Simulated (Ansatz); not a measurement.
Computed with Ansatz, DFT PBE, scalar-relativistic, plane waves, PAW. Settings: cutoff 420 eV, Γ-centred meshes spaced at most about 0.3 Å⁻¹, and about 0.25 Å⁻¹ or finer for metals (2π included), Gaussian smearing. No spin polarisation.

All energies are static (0 K, no zero-point motion).

Two relaxed structures of Li₂H:

1.

```xyz
6
Lattice="2.8086 0.0000 0.0000 -1.4043 2.4323 0.0000 0.0000 0.0000 10.2458" Properties=species:S:1:pos:R:3 pbc="T T T"
Li    0.0000    1.6216    3.8124
Li    1.4043    0.8108    8.9353
Li    0.0000    1.6216    1.3105
Li    1.4043    0.8108    6.4334
H     0.0000    0.0000    2.5615
H     0.0000    0.0000    7.6844
```

2.

```xyz
3
Lattice="2.8517 0.0000 0.0000 0.0000 2.8517 0.0000 0.0000 0.0000 4.2411" Properties=species:S:1:pos:R:3 pbc="T T T"
Li    0.0000    0.0000    0.0000
Li    1.4258    1.4258    2.1205
H     1.4258    1.4258    0.0000
```

Problem. Which is lower in energy, and by how much?

Solution. Cell 1 is lower, by 30 meV/atom. Cell 1 has space group P6_3/mmc (No. 194), 11.7 Å³/atom and no gap on its mesh; cell 2 has space group P4/mmm (No. 123), 11.5 Å³/atom and no gap. Counting H atoms around Li (those within 1.25 times the shortest such distance or 1.15 times the sum of covalent radii; a slash parts the counts of unlike sites), cell 1 has Li 3 and cell 2 has Li 2/4. Both come from invented guesses. The lowest form computed isn't among them: it has the anti-cadmium iodide type, space group P-3m1 (No. 164), 11.6 Å³/atom and lies 38 meV/atom below the best shown. Checks on cell 1: no imaginary mode on a 3×3×1 q mesh.

The k mesh leaves some 4 meV/atom of noise in the energy of each metallic cell. With hydrogen, zero-point motion can shift such differences by 10 meV/atom or more. Cells relaxed within their symmetry can be saddle points. Some structure types and database cells were kept out of the candidates from the start, so a known form may be missing.
